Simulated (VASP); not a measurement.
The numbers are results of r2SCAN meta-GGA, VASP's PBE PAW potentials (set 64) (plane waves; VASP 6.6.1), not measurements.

Input for VASP

**KPOINTS**
```
Automatic mesh
0
Gamma
9 9 9
0 0 0
```

### POSCAR
```
CaF2
1
   -0.0000000000     2.7271805558     2.7271805558
    2.7271805558    -0.0000000000     2.7271805558
    2.7271805558     2.7271805558     0.0000000000
Ca F
1 2
Direct
  0.0000000000   0.0000000000   0.0000000000
  0.2500000000   0.2500000000   0.2500000000
  0.7500000000   0.7500000000   0.7500000000
```

**INCAR**
```
ALGO  =  Normal
EDIFF  =  1E-5
EDIFFG  =  -0.03
ENCUT  =  450
IBRION  =  2
ISIF  =  2
ISMEAR  =  0
LASPH  =  .TRUE.
LCHARG  =  .FALSE.
LMIXTAU  =  .TRUE.
LREAL  =  .FALSE.
LWAVE  =  .FALSE.
METAGGA  =  R2SCAN
NELM  =  100
NELMIN  =  4
NSW  =  20
PREC  =  Normal
SIGMA  =  0.05
SYSTEM  =  CaF2
```

POTCAR, in this order: Ca_sv F (PBE.64 set). Program: vasp_std.

Output of the run:

File OSZICAR:
```
       N       E                     dE             d eps       ncg     rms          rms(c)
DAV:   1     0.193626417736E+03    0.19363E+03   -0.13308E+04  1120   0.141E+03
DAV:   2    -0.250181694431E+02   -0.21864E+03   -0.21418E+03  1392   0.380E+02
DAV:   3    -0.334286118892E+02   -0.84104E+01   -0.84002E+01  1432   0.838E+01
DAV:   4    -0.337646404179E+02   -0.33603E+00   -0.33593E+00  1760   0.123E+01
DAV:   5    -0.337675257020E+02   -0.28853E-02   -0.28853E-02  1432   0.126E+00    0.699E+00
DAV:   6    -0.263439938505E+02    0.74235E+01   -0.35920E+00  1528   0.188E+01    0.313E+00
DAV:   7    -0.264526288539E+02   -0.10864E+00   -0.23780E+00  1152   0.154E+01    0.238E+00
DAV:   8    -0.258482132443E+02    0.60442E+00   -0.63496E-01  1120   0.977E+00    0.115E+00
DAV:   9    -0.256085936108E+02    0.23962E+00   -0.50210E-01  1248   0.632E+00    0.116E+00
DAV:  10    -0.259636332785E+02   -0.35504E+00   -0.56653E-01  1264   0.694E+00    0.408E-01
DAV:  11    -0.259550744264E+02    0.85589E-02   -0.12755E-02  1496   0.132E+00    0.369E-01
DAV:  12    -0.259618227605E+02   -0.67483E-02   -0.14220E-02  1144   0.116E+00    0.538E-02
DAV:  13    -0.259620312485E+02   -0.20849E-03   -0.19193E-03  1416   0.403E-01    0.324E-02
DAV:  14    -0.259626765554E+02   -0.64531E-03   -0.63936E-04  1232   0.277E-01    0.654E-02
DAV:  15    -0.259623452476E+02    0.33131E-03   -0.36336E-04  1184   0.167E-01    0.171E-02
DAV:  16    -0.259624174207E+02   -0.72173E-04   -0.68603E-05  1184   0.102E-01    0.789E-03
DAV:  17    -0.259624327349E+02   -0.15314E-04   -0.18637E-05  1240   0.482E-02    0.154E-03
DAV:  18    -0.259624394738E+02   -0.67389E-05   -0.13479E-06   664   0.133E-02
   1 F= -.25962439E+02 E0= -.25962439E+02  d E =-.259624E+02
```

OUTCAR:
```
------------------------ aborting loop because EDIFF is reached ----------------------------------------
  FORCE on cell =-STRESS in cart. coord.  units (eV):
  Direction    XX          YY          ZZ          XY          YZ          ZX
  --------------------------------------------------------------------------------------
  Total       -0.5472106     -0.5472106     -0.5472106     -0.0000000      0.0000000      0.0000000
  in kB      -21.6119214    -21.6119214    -21.6119214     -0.0000000      0.0000000      0.0000000
  external PRESSURE =     -21.6119214 kB  Pullay stress =       0.0000000 kB
  volume of cell :       40.57
      direct lattice vectors                 reciprocal lattice vectors
     0.000000000  2.727180556  2.727180556    -0.183339530  0.183339530  0.183339530
     2.727180556  0.000000000  2.727180556     0.183339530 -0.183339530  0.183339530
     2.727180556  2.727180556  0.000000000     0.183339530  0.183339530 -0.183339530
 POSITION                                       TOTAL-FORCE (eV/Angst)
 -----------------------------------------------------------------------------------
      0.00000      0.00000      0.00000         0.000000      0.000000     -0.000000
      1.36359      1.36359      1.36359         0.000000     -0.000000     -0.000000
      4.09077      4.09077      4.09077        -0.000000      0.000000      0.000000
 -----------------------------------------------------------------------------------
    total drift:                                0.000000     -0.000000      0.000000
  FREE ENERGIE OF THE ION-ELECTRON SYSTEM (eV)
  ---------------------------------------------------
  free  energy   TOTEN  =       -25.9624394738 eV

  energy  without entropy=      -25.9624394738  energy(sigma->0) =      -25.96243947

 reached required accuracy - stopping structural energy minimisation
```
(Selected blocks of OUTCAR.)

At this cut-off the stress carries a Pulay error, which pulls relaxed volumes low.

The compound is CaF2 in the fluorite structure. It was relaxed first.
